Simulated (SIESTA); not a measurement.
A self-consistent single point of InN (P6_3mc, 8 atoms in the cell) with SIESTA

Level of theory: GGA PBE, numerical atomic orbitals TZP, PseudoDojo PBE standard norm-conserving potentials (rewritten from UPF to PSML) in SIESTA.

This input was run:

```
# files in the folder: In.psml N.psml (PseudoDojo PBE standard)
SystemName  InN
SystemLabel siesta

NumberOfAtoms                8
NumberOfSpecies              2
%block ChemicalSpeciesLabel
  1 49 In
  2 7 N
%endblock ChemicalSpeciesLabel
LatticeConstant              3.527705 Ang
%block LatticeVectors
     1.000000000    0.000000000    0.000000000
    -0.500000142    0.866025362    0.000000000
     0.000000000    0.000000000    3.273743411
%endblock LatticeVectors
AtomicCoordinatesFormat      Ang
%block AtomicCoordinatesAndAtomicSpecies
     0.000000000    0.000000000    0.000000000  1
     0.000000000    0.000000000    5.774400500  1
     1.763854097    1.018359648    8.663679534  1
    -0.000002097    2.036722352    2.889279034  1
     0.000000000    0.000000000    9.379474220  2
     0.000000000    0.000000000    3.605073720  2
     1.763854097    1.018359648    6.505324115  2
    -0.000002097    2.036722352    0.730923615  2
%endblock AtomicCoordinatesAndAtomicSpecies

XC.functional                GGA
XC.authors                   PBE
PAO.BasisSize                TZP
PAO.EnergyShift              0.01 Ry
MeshCutoff                   300 Ry
%block kgrid.MonkhorstPack
    9   0   0  0.0
    0   9   0  0.0
    0   0   3  0.0
%endblock kgrid.MonkhorstPack
OccupationFunction           MP
OccupationMPOrder            0
ElectronicTemperature        0.136 eV

MaxSCFIterations             150
SCF.Mixer.Method             Broyden
SCF.Mixer.Weight             0.2
SCF.Mixer.History            8
SCF.DM.Tolerance             1.0E-04
Diag.ParallelOverK           true
WriteForces                  true
```

Log, with long lists cut:

```
reinit: Reading from file input.fdf

reinit: System Name: InN
reinit: System Label: siesta

coor:   Atomic-coordinates input format  =     Cartesian coordinates
coor:                                          (in Angstroms)

siesta: Atomic coordinates (Bohr) and species
siesta:      0.00000   0.00000   0.00000  1        1
siesta:      0.00000   0.00000  10.91204  1        2
siesta:      3.33320   1.92442  16.37198  1        3
siesta:     -0.00000   3.84885   5.45995  1        4
siesta:      0.00000   0.00000  17.72464  2        5
siesta:      0.00000   0.00000   6.81260  2        6
siesta:      3.33320   1.92442  12.29328  2        7
siesta:     -0.00000   3.84885   1.38125  2        8

siesta: System type = bulk

initatomlists: Number of atoms, orbitals, and projectors:      8   156   104

siesta: ******************** Simulation parameters ****************************
redata: Spin configuration                          = none
redata: Time-Reversal Symmetry                      = T
redata: Number of Atomic Species                    =        2
redata: Mesh Cutoff                                 =   300.0000 Ry
redata: Net charge of the system                    =     0.0000 |e|
redata: Min. number of SCF Iter                     =        0
redata: Max. number of SCF Iter                     =      150
redata: SCF convergence failure will abort job
redata: SCF mix quantity                            = Hamiltonian
redata: Mix DM or H after convergence               =   F
redata: Recompute H after scf cycle                 =   F
redata: Mix DM in first SCF step                    =   T
redata: No kicks to SCF
redata: DM Mixing Weight for Kicks                  =     0.5000
redata: Require Harris convergence for SCF          =   F
redata: Harris energy tolerance for SCF             =     0.000100 eV
redata: Require DM convergence for SCF              =   T
redata: DM tolerance for SCF                        =     0.000100
redata: Require EDM convergence for SCF             =   F
redata: EDM tolerance for SCF                       =     0.001000 eV
redata: Require H convergence for SCF               =   T
redata: Hamiltonian tolerance for SCF               =     0.001000 eV
redata: Require (free) Energy convergence for SCF   =   F
redata: (free) Energy tolerance for SCF             =     0.000100 eV
redata: Using DFT-D3 dispersion                     =   F
redata: Using Saved Data (generic)                  =   F
redata: Method of Calculation                       = Diagonalization
redata: Electronic Temperature                      =  1578.2145 K
redata: Number of TDED substeps                     =        3
redata: Dynamics option                             = Single-point calculation
redata: Save all siesta data in one NC              =   F
redata: ***********************************************************************

%block SCF.Mixers
  Broyden
%endblock SCF.Mixers

%block SCF.Mixer.Broyden
  # Mixing method
  method broyden

  # Mixing options
  weight 0.2000
  weight.linear 0.2000
  weight.prime 0.2000
  history 8
%endblock SCF.Mixer.Broyden

DM_history_depth set to one: no extrapolation allowed by default for geometry relaxation
Size of DM history Fstack: 1
Total number of electrons:    72.000000
Total ionic charge:    72.000000

* ProcessorY, Blocksize:    1  64

* Orbital distribution balance (max,min):   156   156

 Kpoints in:          135 . Kpoints trimmed:          122

siesta: k-grid: Number of k-points = 122
siesta: k-points from Monkhorst-Pack grid
siesta: k-cutoff (effective) =    15.875 Ang
siesta: k-point supercell and displacements
siesta: k-grid:     9     0     0      0.000
siesta: k-grid:     0     9     0      0.000
siesta: k-grid:     0     0     3      0.000

diag: Algorithm                                     = D&C
diag: Parallel over k                               =   F
diag: Use parallel 2D distribution                  =   F
diag: Parallel block-size                           = 64
diag: Parallel distribution                         =     1 x     1
diag: Used triangular part                          = Lower
diag: Absolute tolerance                            =  0.100E-15
diag: Orthogonalization factor                      =  0.100E-05
diag: Memory factor                                 =  1.0000

superc: Internal auxiliary supercell:     7 x     7 x     3  =     147
superc: Number of atoms, orbitals, and projectors:   1176  22932  15288

                        Single-point calculation

superc: Internal auxiliary supercell:     7 x     7 x     3  =     147
superc: Number of atoms, orbitals, and projectors:   1176  22932  15288

outcell: Unit cell vectors (Ang):
        3.527705    0.000000    0.000000
       -1.763853    3.055082    0.000000
        0.000000    0.000000   11.548801

outcell: Cell vector modules (Ang)   :    3.527705    3.527705   11.548801
outcell: Cell angles (23,13,12) (deg):     90.0000     90.0000    120.0000
outcell: Cell volume (Ang**3)        :    124.4664
new_DM -- step:     1
Initializing Density Matrix...

Attempting to read DM from file... Failed...
DM filled with atomic data:

InitMesh: MESH = 32 x 32 x 128 = 131072
InitMesh: Mesh cutoff (required, used) =   300.000   303.219 Ry

stepf: Methfessel-Paxton step function
       Using Hermite-Gauss polynomials of order  0

        iscf     Eharris(eV)        E_KS(eV)     FreeEng(eV)     dDmax    Ef(eV) dHmax(eV)
   scf:    1    -8315.199920    -8344.583244    -8344.583244  1.750952 -6.270802  9.309189
   scf:    2    -8363.699281    -8355.965584    -8355.966533  0.090931 -5.443974  3.177928
   scf:    3    -8358.517632    -8357.805452    -8357.806948  0.073050 -4.887411  1.104476
   scf:    4    -8357.973258    -8357.905166    -8357.906672  0.061245 -5.005001  0.079179
   scf:    5    -8357.905419    -8357.905697    -8357.907202  0.001594 -4.983665  0.029348
   scf:    6    -8357.906034    -8357.905876    -8357.907380  0.001644 -4.983473  0.017055
   scf:    7    -8357.906020    -8357.905950    -8357.907455  0.001579 -4.981818  0.010531
   scf:    8    -8357.906003    -8357.905982    -8357.907487  0.001276 -4.981459  0.001700
   scf:    9    -8357.905983    -8357.905982    -8357.907487  0.000119 -4.981457  0.000672
   scf:   10    -8357.905983    -8357.905983    -8357.907487  0.000024 -4.981546  0.000220

SCF Convergence by DM+H criterion
max |DM_out - DM_in|         :     0.0000238230
max |H_out - H_in|      (eV) :     0.0002198636
SCF cycle converged after 10 iterations

Using DM_out to compute the final energy and forces

siesta: E_KS(eV) =            -8357.9060

siesta: E_KS - E_eggbox =     -8357.9060

siesta: Atomic forces (eV/Ang):
     1    0.000314   -0.000181    0.068733
     2   -0.000314    0.000181    0.068733
     3    0.000343   -0.000198   -0.044324
     4   -0.000343    0.000198   -0.044324
     5   -0.000322    0.000186    0.091293
     6    0.000322   -0.000186    0.091293
     7    0.000255   -0.000147   -0.130951
     8   -0.000255    0.000147   -0.130951
   Tot   -0.000000    0.000000   -0.030499
   Max    0.130951
   Res    0.051778    sqrt( Sum f_i^2 / 3N )
   Max    0.130951    constrained

Stress tensor Voigt[x,y,z,yz,xz,xy] (kbar):      -49.38      -49.06      -40.50       -0.00       -0.00        0.28
(Free)E + p*V (eV/cell)    -8354.3096
Target enthalpy (eV/cell)    -8357.9075

siesta: Program's energy decomposition (eV):
siesta: Ebs     =     -1075.856023
siesta: Eions   =     10623.307141
siesta: Ena     =      1123.896777
siesta: Ekin    =      5322.876823
siesta: Enl     =     -1715.557735
siesta: Eso     =         0.000000
siesta: Edftu   =         0.000000
siesta: DEna    =        44.919592
siesta: DUscf   =         3.928798
siesta: DUext   =         0.000000
siesta: Ex      =     -2358.909019
siesta: Ec      =      -155.754076
siesta: Exc     =     -2514.663096
siesta: Eharris =     -8357.905983
siesta: Etot    =     -8357.905983
siesta: FreeEng =     -8357.907487

siesta: Atomic forces (eV/Ang):
siesta:      1    0.000314   -0.000181    0.068733
siesta:      2   -0.000314    0.000181    0.068733
siesta:      3    0.000343   -0.000198   -0.044324
siesta:      4   -0.000343    0.000198   -0.044324
siesta:      5   -0.000322    0.000186    0.091293
siesta:      6    0.000322   -0.000186    0.091293
siesta:      7    0.000255   -0.000147   -0.130951
siesta:      8   -0.000255    0.000147   -0.130951
siesta: ----------------------------------------
siesta:    Tot   -0.000000    0.000000   -0.030499

siesta: Stress tensor (static) (eV/Ang**3):
siesta:    -0.030823    0.000176   -0.000000
siesta:     0.000176   -0.030621   -0.000000
siesta:    -0.000000   -0.000000   -0.025275

siesta: Cell volume =        124.466372 Ang**3

siesta: Pressure (static):
siesta:                Solid            Molecule  Units
siesta:           0.00031483          0.00030704  Ry/Bohr**3
siesta:           0.02890646          0.02819094  eV/Ang**3
siesta:          46.31324806         45.16685753  kBar
```

The run converged in 10 iterations.

The starting cell was generated: these elements placed on a structure prototype, without a prior relaxation; it need not be a known phase or ordering of this composition. Its lattice was rescaled by a random factor within 2.5 % of one. Values carry the incompleteness of an atom-centred basis. With a pressure of about 5 GPa the cell is away from its equilibrium volume at this level. The run gives no clean gap (levels at the Fermi energy touch, overlap or are partly filled at this smearing), which alone does not show that the compound is a metal.

Cost on one core of a shared machine: roughly 70 s.
